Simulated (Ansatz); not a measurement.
# AlN: comparing deformations

All numbers below come from DFT r2SCAN, scalar-relativistic, plane waves, PAW in Ansatz. The runs took a 500 eV cutoff, a Γ-centred 10×10×10 mesh and Gaussian smearing (0.05 eV). No spin polarisation. Energies are free energies at this smearing, counted from the undisturbed cell; pressure is positive in compression.

The undisturbed cell (as given, not relaxed at this level; it stands at 0.3 GPa; this zinc-blende form isn't the usual structure):

```
Al N
1.0
     0.00000    2.18399    2.18399
     2.18399    0.00000    2.18399
     2.18399    2.18399    0.00000
Al N
1 1
Cartesian
  0.0000 0.0000 0.0000
  3.2760 3.2760 3.2760
```

The cell is strained by ε times a Voigt pattern (xx, yy, zz, yz, xz, xy; engineering shear) with fractional coordinates fixed. τ = (1/V0) dE/dε comes from the stress tensor. Of each scan, only the three points used here are listed.

```
           pattern        ε  τ (GPa)
(0, 0, 0, 0, 1, 0)  -0.0187    -4.40
(0, 0, 0, 0, 1, 0)   0.0000     0.00
(0, 0, 0, 0, 1, 0)   0.0187     4.40
(1, 1, 0, 0, 0, 0)  -0.0150   -15.30
(1, 1, 0, 0, 0, 0)   0.0000    -0.52
(1, 1, 0, 0, 0, 0)   0.0150    13.01
(0, 0, 1, 0, 0, 0)  -0.0250    -8.04
(0, 0, 1, 0, 0, 0)   0.0000    -0.26
(0, 0, 1, 0, 0, 0)   0.0250     7.39
```

Problem. Which constants do the scans give, and which deformation costs least for the same size of strain tensor?

Solution. The slope dτ/dε at zero (parabola through three points) is pᵀCp: (0, 0, 0, 0, 1, 0) gives C44 = 236 GPa; (1, 1, 0, 0, 0, 0) gives 2(C11 + C12) = 944 GPa; (0, 0, 1, 0, 0, 0) gives C11 = 309 GPa. The size of the strain tensor, ε:ε, is ε² times 0.5, 2.0, 1.0. Per unit of it the stiffnesses are 471, 472, 309 GPa, so (0, 0, 1, 0, 0, 0) is the softest of these: at ε:ε = (1 %)² the quadratic term costs 1.00 meV/atom against 1.53 for the stiffest. These are clamped-ion values.

Problem. What else follows for this cubic crystal?

Solution. From the unrounded slopes C11 = 308.6 and C12 = 163.2 GPa, so B = (C11 + 2 C12)/3 = 212 GPa and the Poisson ratio for a pull along a cube edge is C12/(C11 + C12) = 0.35.

Problem. How anisotropic is this cubic crystal?

Solution. Zener's ratio 2 C44/(C11 − C12) = 3.24 with clamped ions; it is 1 for an isotropic solid.

Forces appear on the atoms along this scan, and letting them relax would lower the energy and soften the response.